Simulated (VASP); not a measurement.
A run of VASP 6.6.1 is set up as follows.

The input INCAR:

```
SYSTEM = Li2Se
  ALGO = Fast
  EDIFF = 1E-6
  ENCUT = 520
  GGA = PE
  ISIF = 2
  ISMEAR = 0
  LASPH = .TRUE.
  LCHARG = .FALSE.
  LREAL = .FALSE.
  LWAVE = .FALSE.
  NBANDS = 13
  NELM = 60
  PREC = Accurate
  SIGMA = 0.028999999999999998
```

File KPOINTS:

```
k-points
0
G
  8 8 8
  0 0 0
```

The input POSCAR:

```
Li2Se
1.0
    0.0000000000      3.0025000000      3.0025000000
    3.0025000000      0.0000000000      3.0025000000
    3.0025000000      3.0025000000      0.0000000000
Se Li
1 2
Direct
    0.0000000000      0.0000000000      0.0000000000
    0.7500000000      0.7500000000      0.7500000000
    0.2500000000      0.2500000000      0.2500000000
```

Potentials or basis: VASP PAW PBE potentials, release 64 (Se, Li_sv).

Run with:

```sh
$ cat potpaw_PBE.64/Se/POTCAR potpaw_PBE.64/Li_sv/POTCAR > POTCAR
$ mpirun -np 1 vasp_std > vasp.out
```

Question: Predict the band gap on the k mesh.

Answer: 2.97 eV, indirect (least direct gap 3.39 eV).

 A k mesh can miss the band edges.
